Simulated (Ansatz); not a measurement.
# Mechanical response of ZrO₂ (Fm-3m)

```xyz
3
Lattice="0.0000 2.5321 2.5321 2.5321 0.0000 2.5321 2.5321 2.5321 0.0000" Properties=species:S:1:pos:R:3 pbc="T T T"
Zr    0.0000    0.0000    0.0000
O     1.2661    1.2661    1.2661
O     3.7982    3.7982    3.7982
```

Conventional cell: a = 5.064 Å, b = 5.064 Å, c = 5.064 Å, α = 90.00°, β = 90.00°, γ = 90.00°. Zr (atom 1) is surrounded by 8 O at 2.19 Å. O (atom 2) is surrounded by 4 Zr at 2.19 Å.

Level of theory, where no other is named: PBEsol, all-electron LAPW in Ansatz 0.2.0, scalar-relativistic. k mesh 8×8×8, fixed occupations, basis error target 1 meV/atom. The cell was relaxed by PAW under this functional.

The cell is cubic and carries a residual pressure of -0.03 GPa at this level. Each strain component that symmetry leaves independent is applied at ±0.008, the ions relax wherever a strain frees them, and the stress (tension positive, GPa) is read. Shears are engineering strains, γ = 2ε.

```csv
strain,size,σxx,σyy,σzz,σyz,σxz,σxy
xx,-0.008,-4.4451,-0.8477,-0.8477,0.0000,0.0000,0.0000
xx,+0.008,4.3555,0.8542,0.8542,0.0000,0.0000,0.0000
yz,-0.008,0.0260,0.0227,0.0227,-0.5370,0.0000,0.0000
yz,+0.008,0.0260,0.0227,0.0227,0.5370,0.0000,0.0000
```

A central difference gives one constant, for example C11 ≈ (4.3555 − (-4.4451))/(0.016) = 550.0 GPa; the program then imposes the crystal's symmetry on the whole matrix.

Question: What are the independent elastic constants?

Answer: C11 = 550.0, C12 = 106.4, C44 = 67.1 GPa.

Question: Do they meet the Born conditions?

Answer: C11 − C12 = 443.7, C11 + 2C12 = 762.8 and C44 = 67.1 GPa must all be positive, so the crystal is elastically stable; that says nothing yet of its phonons.

Question: What moduli does a random aggregate of grains have?

Answer: B = (C11 + 2C12)/3 = 254.3 GPa. G_V = (C11 − C12 + 3C44)/5 = 129.0 and G_R = 5(C11 − C12)C44/(4C44 + 3(C11 − C12)) = 93.1, so G_H = 111.1 GPa. Then E = 9BG/(3B + G) = 290.8 GPa, ν = (3B − 2G)/(6B + 2G) = 0.309 and B/G = 2.29, on the ductile side of Pugh's 1.75 (a rule of thumb, made for metals; it doesn't predict ductility here).

Question: With the density of 6.302 g/cm³, how fast does sound travel, and what Debye temperature follows?

Answer: 

| direction | slow (m/s) | middle (m/s) | fast (m/s) |
| --- | --- | --- | --- |
| [100] | 3264 | 3264 | 9343 |
| [110] | 3264 | 5933 | 7921 |
| [111] | 5198 | 5198 | 7386 |

The mean of v⁻³ over directions and branches gives v_m = 4528 m/s and θ_D = (ħ/k_B) v_m (6π²n)^(1/3) = 609 K, n being atoms per volume. Young's modulus spans 185 to 516 GPa over directions, and the universal anisotropy index is 1.93.

Question: How far do the constants move if PAW replaces LAPW in the same cell?

Answer: 

```json
{"constant": "C11", "LAPW (GPa)": "550.0", "PAW (GPa)": "550.0", "difference": "0.0"}
{"constant": "C12", "LAPW (GPa)": "106.4", "PAW (GPa)": "107.0", "difference": "0.6"}
{"constant": "C44", "LAPW (GPa)": "67.1", "PAW (GPa)": "67.1", "difference": "0.0"}
```

Question: How do the constants change if the ions are clamped to the homogeneous strain?

Answer: Clamped values, with the change against relaxed ions: C11 = 550.0 (+0.0), C12 = 106.4 (+0.0), C44 = 94.0 (+26.9) GPa.

Known limits: this form is stable only when hot or under pressure; cold crystals distort or take another structure; the frozen-core PAW files of the compared runs were fitted under PBE, their cores solved anew for this functional.
